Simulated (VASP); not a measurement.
# Be (P6_3/mmc) in VASP: notebook

The runs below take Be through relaxation of shape and atoms at fixed volume, with PBEsol.

All numbers are computed with VASP 6.6.1; they aren't measurements. Logs are shortened: lines on timing, memory, paths and dates and some standing lists are left out, and cuts for length are marked.

**1. The undisturbed crystal**

It takes space group P6_3/mmc (No. 194, hexagonal). The conventional cell has a = 2.285 Å, b = 2.285 Å, c = 3.584 Å, α = 90.00°, β = 90.00°, γ = 120.00°. Around Be (site symmetry -6m2) lie 12 Be at 2.23 to 2.29 Å.

**2. Relaxation of shape and atoms at fixed volume, PBEsol (a relaxed cell with its volume scaled by 1.02)**

Contents of INCAR:

```
PREC     = Accurate       # precision mode
ENCUT    = 600            # plane-wave cutoff, eV
EDIFF    = 1E-7           # SCF threshold, eV
ISMEAR   = 1              # smearing method
SIGMA    = 0.1            # smearing width, eV
LREAL    = F              # projectors in reciprocal space
LASPH    = T              # aspherical terms in the spheres
NELM     = 80             # most SCF steps
ALGO     = Fast           # electronic algorithm
ISIF     = 4              # what is computed and relaxed
LWAVE    = F              # write WAVECAR
LCHARG   = F              # write CHGCAR
GGA      = PS             # functional
IBRION   = 2              # ionic algorithm
NSW      = 40             # ionic steps
EDIFFG   = -0.01          # ionic threshold
```

Contents of KPOINTS:

```
regular mesh
0
Gamma
  18 18 10
```

Contents of POSCAR:

```
Be                                      
1.0
    2.2692283337      0.0000000000      0.0000000000
   -1.1346141669      1.9652093840      0.0000000000
    0.0000000000      0.0000000000      3.5913455912
  Be            
     2
Direct
     0.3333333332999970    0.6666666667000030    0.2500000000000000
     0.6666666667000030    0.3333333332999970    0.7500000000000000
```

Potentials or basis: VASP PAW PBE potentials, release 64 (Be).

Launch:

```console
$ cat potpaw_PBE.64/Be/POTCAR > POTCAR
$ mpirun -np 1 vasp_std > vasp.out
```

OUTCAR:

```text
PREC = Accurate
   ENCUT = 600
   EDIFF = 1E-7
   ISMEAR = 1
   LREAL = F
   LASPH = T
   NELM = 80
   ISIF = 4
   GGA = PS
   IBRION = 2
   NSW = 40
   EDIFFG = -0.01

 ion  position               nearest neighbor table
   1  0.333  0.667  0.250-   2 2.22   2 2.22   2 2.22   2 2.22   2 2.22   2 2.22
   2  0.667  0.333  0.750-   1 2.22   1 2.22   1 2.22   1 2.22   1 2.22   1 2.22

  LATTYP: Found a hexagonal cell.
 ALAT       =     2.2692283337
 C/A-ratio  =     1.5826285693

  Lattice vectors:

 A1 = (   2.2692283337,   0.0000000000,   0.0000000000)
 A2 = (  -1.1346141669,   1.9652093840,   0.0000000000)
 A3 = (   0.0000000000,   0.0000000000,   3.5913455912)

Analysis of symmetry for initial positions (statically):
=====================================================================
 Subroutine PRICEL returns:
 Original cell was already a primitive cell.

 Routine SETGRP: Setting up the symmetry group for a
 hexagonal supercell.

 Subroutine GETGRP returns: Found 24 space group operations
 (whereof 12 operations were pure point group operations)
 out of a pool of 24 trial point group operations.

The static configuration has the point symmetry D_3d.
 The point group associated with its full space group is D_6h.

Analysis of symmetry for dynamics (positions and initial velocities):
=====================================================================
 Subroutine PRICEL returns:
 Original cell was already a primitive cell.

 Routine SETGRP: Setting up the symmetry group for a
 hexagonal supercell.

 Subroutine GETGRP returns: Found 24 space group operations
 (whereof 12 operations were pure point group operations)
 out of a pool of 24 trial point group operations.

The dynamic configuration has the point symmetry D_3d.
 The point group associated with its full space group is D_6h.

 Subroutine INISYM returns: Found 24 space group operations
 (whereof 12 operations are pure point group operations),
 and found     1 'primitive' translations

----------------------------------------------------------------------------------------

                                     Primitive cell

  volume of cell :      16.0156
[... 148 lines left out ...]
  Total       -0.2210897     -0.2210897     -0.2541878      0.0000000     -0.0000000      0.0000000
  in kB      -22.1174429    -22.1174429    -25.4285180      0.0000000     -0.0000000      0.0000000
  external PRESSURE =     -23.2211346 kB  Pullay stress =       0.0000000 kB

 VOLUME and BASIS-vectors are now :
 -----------------------------------------------------------------------------
  energy-cutoff  :      600.00
  volume of cell :       16.02
      direct lattice vectors                 reciprocal lattice vectors
     2.269228334  0.000000000  0.000000000     0.440678439  0.254425815  0.000000000
    -1.134614167  1.965209384  0.000000000     0.000000000  0.508851631  0.000000000
     0.000000000  0.000000000  3.591345591     0.000000000  0.000000000  0.278447165

 POSITION                                       TOTAL-FORCE (eV/Angst)
 -----------------------------------------------------------------------------------
     -0.00000      1.31014      0.89784        -0.000000      0.000000      0.000000
      1.13461      0.65507      2.69351         0.000000     -0.000000      0.000000
 -----------------------------------------------------------------------------------
    total drift:                                0.000000     -0.000000      0.000000

  FREE ENERGIE OF THE ION-ELECTRON SYSTEM (eV)
  ---------------------------------------------------
  free  energy   TOTEN  =        -7.9906046002 eV

  energy  without entropy=       -7.9904416352  energy(sigma->0) =       -7.99055028

--------------------------------------- Ionic step        2  -------------------------------------------

 number of electron       4.0000000 magnetization

 Free energy of the ion-electron system (eV)
  ---------------------------------------------------
  ext. energy  EPLUGINS =         0.00000000
  ---------------------------------------------------
  free energy    TOTEN  =        -7.99061418 eV

  energy without entropy =       -7.99045851  energy(sigma->0) =       -7.99056229

 E-fermi :   7.0873     XC(G=0): -10.5663

 val. band max:        6.9443424864   @ k =   0.2778   0.2778   0.1000
 cond. band min:       7.0998360291   @ k =   0.3333   0.2778   0.3000
 fundamental gap:      0.1554935427
 Fermi energy:         7.0872542972

 k-point     1 :       0.0000    0.0000    0.0000
  band No.  band energies     occupation
      1      -4.3623      2.00000
      2       2.4589      2.00000
      3       7.9218     -0.00000
      4      22.8324      0.00000
      5      22.8324      0.00000
      6      25.6292      0.00000
[... 199 lines left out ...]
 k-point    24 :       0.3889    0.1111    0.0000
  band No.  band energies     occupation
      1       1.4422      2.00000
      2       5.0015      2.00000
      3       9.8633      0.00000
      4      12.4660      0.00000
      5      13.9927      0.00000
      6      14.7562      0.00000

 [... further k-points ...]

------------------------ aborting loop because EDIFF is reached ----------------------------------------

  FORCE on cell =-STRESS in cart. coord.  units (eV):
  Direction    XX          YY          ZZ          XY          YZ          ZX
  --------------------------------------------------------------------------------------
  -------------------------------------------------------------------------------------
  Total       -0.2305265     -0.2305265     -0.2331636      0.0000000      0.0000000      0.0000000
  in kB      -23.0614857    -23.0614857    -23.3252900      0.0000000      0.0000000      0.0000000
  external PRESSURE =     -23.1494205 kB  Pullay stress =       0.0000000 kB

 VOLUME and BASIS-vectors are now :
 -----------------------------------------------------------------------------
  energy-cutoff  :      600.00
  volume of cell :       16.02
      direct lattice vectors                 reciprocal lattice vectors
     2.269832389  0.000000000  0.000000000     0.440561164  0.254358107 -0.000000000
    -1.134916194  1.965732511  0.000000000    -0.000000000  0.508716214  0.000000000
     0.000000000 -0.000000000  3.589434365     0.000000000 -0.000000000  0.278595427

 POSITION                                       TOTAL-FORCE (eV/Angst)
 -----------------------------------------------------------------------------------
     -0.00000      1.31049      0.89736        -0.000000     -0.000000      0.000000
      1.13492      0.65524      2.69208         0.000000      0.000000      0.000000
 -----------------------------------------------------------------------------------
    total drift:                                0.000000     -0.000000      0.000000

  FREE ENERGIE OF THE ION-ELECTRON SYSTEM (eV)
  ---------------------------------------------------
  free  energy   TOTEN  =        -7.9906141781 eV

  energy  without entropy=       -7.9904585124  energy(sigma->0) =       -7.99056229

 reached required accuracy - stopping structural energy minimisation
```

OSZICAR:

```text
N       E                     dE             d eps       ncg     rms          rms(c)
DAV:   1    -0.203075461049E+01   -0.20308E+01   -0.19559E+03  2688   0.616E+02
DAV:   2    -0.797628951790E+01   -0.59455E+01   -0.57715E+01  4098   0.724E+01
DAV:   3    -0.802202700290E+01   -0.45737E-01   -0.45719E-01  3516   0.557E+00
DAV:   4    -0.802207361722E+01   -0.46614E-04   -0.46615E-04  3912   0.175E-01
DAV:   5    -0.802207364492E+01   -0.27707E-07   -0.27059E-07  3450   0.240E-03    0.123E+00
RMM:   6    -0.799995624458E+01    0.22117E-01   -0.18261E-03  2664   0.708E-01    0.747E-01
RMM:   7    -0.799059312389E+01    0.93631E-02   -0.29922E-03  2664   0.705E-01    0.134E-02
RMM:   8    -0.799060341557E+01   -0.10292E-04   -0.15563E-04  2664   0.190E-01    0.594E-03
RMM:   9    -0.799060565386E+01   -0.22383E-05   -0.11031E-05  2664   0.358E-02    0.275E-03
RMM:  10    -0.799060491779E+01    0.73607E-06   -0.10136E-06  2623   0.129E-02    0.894E-04
RMM:  11    -0.799060467451E+01    0.24328E-06   -0.13127E-07  2332   0.454E-03    0.330E-04
RMM:  12    -0.799060460019E+01    0.74318E-07   -0.19077E-08  2118   0.203E-03
   1 F= -.79906046E+01 E0= -.79905503E+01  d E =-.799060E+01
       N       E                     dE             d eps       ncg     rms          rms(c)
DAV:   1    -0.799061437190E+01   -0.96974E-05   -0.99962E-05  3954   0.672E-02    0.395E-03
RMM:   2    -0.799061425013E+01    0.12178E-06   -0.41161E-07  2384   0.603E-03    0.236E-03
RMM:   3    -0.799061417806E+01    0.72067E-07   -0.49474E-08  1756   0.204E-03
   2 F= -.79906142E+01 E0= -.79905623E+01  d E =-.957787E-05
```

CONTCAR:

```text
Be
   1.00000000000000
     2.2698323886136071    0.0000000000003079    0.0000000000000000
    -1.1349161943565502    1.9657325109000157    0.0000000000000000
     0.0000000000000000   -0.0000000000000000    3.5894343652422496
  Be
     2
Direct
     0.3333333332999970    0.6666666667000030    0.2500000000000000
     0.6666666667000030    0.3333333332999970    0.7500000000000000

  0.00000000E+00  0.00000000E+00  0.00000000E+00
  0.00000000E+00  0.00000000E+00  0.00000000E+00
```

Run time: 11 s. Hardware: 1 thread of Intel Xeon 6975P-C (Granite Rapids), shared host; peak memory 0.14 GiB.

Results:

* Free energy: -7.9906 eV
* Energy gained by relaxing: 0.0 meV/atom
* Ionic steps: 2
* Pressure after relaxing: -2.3 GPa
* Band gap on the k mesh: none (metal or under the smearing width)

Final structure:
```yaml
crystal:
  lattice:
    - [2.26983, 0.00000, 0.00000]
    - [-1.13492, 1.96573, 0.00000]
    - [0.00000, 0.00000, 3.58943]
  atoms:
    - { symbol: Be, position: [0.33333, 0.66667, 0.25000] }
    - { symbol: Be, position: [0.66667, 0.33333, 0.75000] }
```

Caveat: the PAW data sets were made with another functional, which shifts forces and pressure a little.

**3. Relaxation of shape and atoms at fixed volume, PBEsol (a relaxed cell with its volume scaled by 1.04)**

INCAR is that of step 2.

KPOINTS is that of step 2.

Contents of POSCAR:

```
Be                                      
1.0
    2.2839639955      0.0000000000      0.0000000000
   -1.1419819978      1.9779708415      0.0000000000
    0.0000000000      0.0000000000      3.6146666706
  Be            
     2
Direct
     0.3333333332999970    0.6666666667000030    0.2500000000000000
     0.6666666667000030    0.3333333332999970    0.7500000000000000
```

Potentials or basis: VASP PAW PBE potentials, release 64 (Be).

Launch:

```console
$ cat potpaw_PBE.64/Be/POTCAR > POTCAR
$ mpirun -np 1 vasp_std > vasp.out
```

OUTCAR:

```text
PREC = Accurate
   ENCUT = 600
   EDIFF = 1E-7
   ISMEAR = 1
   LREAL = F
   LASPH = T
   NELM = 80
   ISIF = 4
   GGA = PS
   IBRION = 2
   NSW = 40
   EDIFFG = -0.01

 ion  position               nearest neighbor table
   1  0.333  0.667  0.250-   2 2.24   2 2.24   2 2.24   2 2.24   2 2.24   2 2.24
   2  0.667  0.333  0.750-   1 2.24   1 2.24   1 2.24   1 2.24   1 2.24   1 2.24

  LATTYP: Found a hexagonal cell.
 ALAT       =     2.2839639955
 C/A-ratio  =     1.5826285693

  Lattice vectors:

 A1 = (   2.2839639955,   0.0000000000,   0.0000000000)
 A2 = (  -1.1419819978,   1.9779708415,   0.0000000000)
 A3 = (   0.0000000000,   0.0000000000,   3.6146666706)

Analysis of symmetry for initial positions (statically):
=====================================================================
 Subroutine PRICEL returns:
 Original cell was already a primitive cell.

 Routine SETGRP: Setting up the symmetry group for a
 hexagonal supercell.

 Subroutine GETGRP returns: Found 24 space group operations
 (whereof 12 operations were pure point group operations)
[... 219 lines left out ...]
 cond. band min:       6.9444271372   @ k =   0.3333   0.2778   0.2000
 fundamental gap:      0.1557300099
 Fermi energy:         6.9305552365

 k-point     1 :       0.0000    0.0000    0.0000
  band No.  band energies     occupation
      1      -4.4125      2.00000
      2       2.3782      2.00000
      3       7.7126     -0.00000
      4      22.4228      0.00000
      5      22.4228      0.00000
      6      25.1846      0.00000
[... 199 lines left out ...]
 k-point    24 :       0.3889    0.1111    0.0000
  band No.  band energies     occupation
      1       1.3492      2.00000
      2       4.8592      2.00000
      3       9.6757      0.00000
      4      12.2270      0.00000
      5      13.7218      0.00000
      6      14.5080      0.00000

 [... further k-points ...]

------------------------ aborting loop because EDIFF is reached ----------------------------------------

  FORCE on cell =-STRESS in cart. coord.  units (eV):
  Direction    XX          YY          ZZ          XY          YZ          ZX
  --------------------------------------------------------------------------------------
  -------------------------------------------------------------------------------------
  Total       -0.4565808     -0.4565808     -0.4624712      0.0000000     -0.0000000      0.0000000
  in kB      -44.7971937    -44.7971937    -45.3751304      0.0000000     -0.0000000      0.0000000
  external PRESSURE =     -44.9898392 kB  Pullay stress =       0.0000000 kB

 VOLUME and BASIS-vectors are now :
 -----------------------------------------------------------------------------
  energy-cutoff  :      600.00
  volume of cell :       16.33
      direct lattice vectors                 reciprocal lattice vectors
     2.285070885  0.000000000 -0.000000000     0.437623186  0.252661864  0.000000000
    -1.142535442  1.978929436  0.000000000    -0.000000000  0.505323728  0.000000000
     0.000000000  0.000000000  3.611165627     0.000000000 -0.000000000  0.276918896

 POSITION                                       TOTAL-FORCE (eV/Angst)
 -----------------------------------------------------------------------------------
     -0.00000      1.31929      0.90279        -0.000000      0.000000      0.000000
      1.14254      0.65964      2.70837         0.000000     -0.000000      0.000000
 -----------------------------------------------------------------------------------
    total drift:                                0.000000     -0.000000      0.000000

  FREE ENERGIE OF THE ION-ELECTRON SYSTEM (eV)
  ---------------------------------------------------
  free  energy   TOTEN  =        -7.9839113879 eV

  energy  without entropy=       -7.9837578803  energy(sigma->0) =       -7.98386022

 reached required accuracy - stopping structural energy minimisation
```

OSZICAR:

```text
N       E                     dE             d eps       ncg     rms          rms(c)
DAV:   1    -0.256412165741E+01   -0.25641E+01   -0.19676E+03  2670   0.620E+02
DAV:   2    -0.797671691594E+01   -0.54126E+01   -0.52182E+01  4176   0.709E+01
DAV:   3    -0.801397883182E+01   -0.37262E-01   -0.37139E-01  3540   0.517E+00
DAV:   4    -0.801402911824E+01   -0.50286E-04   -0.50281E-04  3906   0.169E-01
DAV:   5    -0.801402918508E+01   -0.66842E-07   -0.66826E-07  3504   0.278E-03    0.120E+00
RMM:   6    -0.799292900484E+01    0.21100E-01   -0.16332E-03  2664   0.658E-01    0.733E-01
RMM:   7    -0.798386859946E+01    0.90604E-02   -0.27659E-03  2664   0.658E-01    0.128E-02
RMM:   8    -0.798387817257E+01   -0.95731E-05   -0.13995E-04  2664   0.182E-01    0.564E-03
RMM:   9    -0.798388018884E+01   -0.20163E-05   -0.10337E-05  2664   0.340E-02    0.240E-03
RMM:  10    -0.798387954282E+01    0.64602E-06   -0.90685E-07  2616   0.125E-02    0.786E-04
RMM:  11    -0.798387929234E+01    0.25049E-06   -0.12939E-07  2327   0.434E-03    0.284E-04
RMM:  12    -0.798387922318E+01    0.69150E-07   -0.18515E-08  2119   0.202E-03
   1 F= -.79838792E+01 E0= -.79838233E+01  d E =-.798388E+01
       N       E                     dE             d eps       ncg     rms          rms(c)
DAV:   1    -0.798391211643E+01   -0.32824E-04   -0.33088E-04  3750   0.122E-01    0.722E-03
RMM:   2    -0.798391167493E+01    0.44149E-06   -0.14405E-06  2579   0.114E-02    0.432E-03
RMM:   3    -0.798391138428E+01    0.29065E-06   -0.17408E-07  2378   0.384E-03    0.139E-04
RMM:   4    -0.798391138787E+01   -0.35814E-08   -0.68289E-09  1696   0.111E-03
   2 F= -.79839114E+01 E0= -.79838602E+01  d E =-.321647E-04
```

Wall time 11 s (1 thread of Intel Xeon 6975P-C (Granite Rapids), shared host); peak memory 0.14 GiB.

Results:

```
Free energy               : -7.9839 eV
Energy gained by relaxing : 0.0 meV/atom
Ionic steps               : 2
Pressure after relaxing   : -4.5 GPa
Band gap on the k mesh    : none (metal or under the smearing width)
```

Final structure:
```xyz
2
Lattice="2.2851 0.0000 0.0000 -1.1425 1.9789 0.0000 0.0000 0.0000 3.6112" Properties=species:S:1:pos:R:3 pbc="T T T"
Be    0.0000    1.3193    0.9028
Be    1.1425    0.6596    2.7084
```

Levels at points of the mesh, in eV from the Fermi level:
```tsv
k point	band 1	band 2	band 3	band 4	band 5	band 6
(0.00, 0.00, 0.00)	-11.34	-4.55	0.78	15.49	15.49	18.25
(0.50, 0.00, 0.00)	-5.07	-3.26	3.37	6.18	6.32	9.06
(0.00, 0.00, 0.50)	-9.22	-9.22	10.17	10.17	17.08	17.08
(0.50, 0.00, 0.50)	-3.72	-3.72	1.32	1.32	11.59	11.59
```

Caveat: the PAW data sets were made with another functional, which shifts forces and pressure a little.

**4. Relaxation of shape and atoms at fixed volume, PBEsol (a relaxed cell with its volume scaled by 1.06)**

INCAR is that of step 3.

KPOINTS is that of step 3.

Contents of POSCAR:

```
Be                                      
1.0
    2.2985119291      0.0000000000      0.0000000000
   -1.1492559646      1.9905697216      0.0000000000
    0.0000000000      0.0000000000      3.6376906459
  Be            
     2
Direct
     0.3333333332999970    0.6666666667000030    0.2500000000000000
     0.6666666667000030    0.3333333332999970    0.7500000000000000
```

Launch:

```console
$ cat potpaw_PBE.64/Be/POTCAR > POTCAR
$ mpirun -np 1 vasp_std > vasp.out
```

It took 11 s on 1 thread of Intel Xeon 6975P-C (Granite Rapids), shared host; peak memory 0.14 GiB.

It converged, with:

```yaml
Free_energy: -7.9731 eV
Energy_gained_by_relaxing: 0.0 meV/atom
Ionic_steps: 2
Pressure_after_relaxing: -6.5 GPa
Band_gap_on_the_k_mesh: none (metal or under the smearing width)
```

Stress tensor (GPa, compression positive):
```
-6.47  0.00  0.00
 0.00 -6.47  0.00
 0.00  0.00 -6.57
```

Final structure:
```
CELL_PARAMETERS angstrom
2.30011 0.00000 0.00000
-1.15005 1.99195 0.00000
0.00000 0.00000 3.63264
ATOMIC_POSITIONS crystal
Be 0.33333 0.66667 0.25000
Be 0.66667 0.33333 0.75000
```

Levels at points of the mesh, in eV from the Fermi level:
| k point | band 1 | band 2 | band 3 | band 4 | band 5 | band 6 |
| --- | --- | --- | --- | --- | --- | --- |
| (0.00, 0.00, 0.00) | -11.24 | -4.48 | 0.73 | 15.25 | 15.25 | 17.98 |
| (0.50, 0.00, 0.00) | -5.01 | -3.24 | 3.32 | 6.12 | 6.21 | 8.92 |
| (0.00, 0.00, 0.50) | -9.13 | -9.13 | 10.03 | 10.03 | 16.81 | 16.81 |
| (0.50, 0.00, 0.50) | -3.66 | -3.66 | 1.26 | 1.26 | 11.42 | 11.42 |

Caveat: the PAW data sets were made with another functional, which shifts forces and pressure a little.

**5. Overview**

| cell | gap on the mesh (eV) | pressure (GPa) |
| --- | --- | --- |
| atoms relaxed at fixed volume from: a relaxed cell with its volume scaled by 1.02 | none | -2.3 |
| atoms relaxed at fixed volume from: a relaxed cell with its volume scaled by 1.04 | none | -4.5 |
| atoms relaxed at fixed volume from: a relaxed cell with its volume scaled by 1.06 | none | -6.5 |

Alike in all rows: task relaxation of shape and atoms at fixed volume; level PBEsol; potentials or basis VASP PAW PBE potentials, release 64 (Be); no spin polarisation; k mesh 18 × 18 × 10; cutoff (eV) 600; smearing methfessel-paxton 0.1 eV.

Caveats: the PAW data sets were made with another functional, which shifts forces and pressure a little.

Total energies depend on the potentials used, so only differences within one code and one set of settings carry meaning.
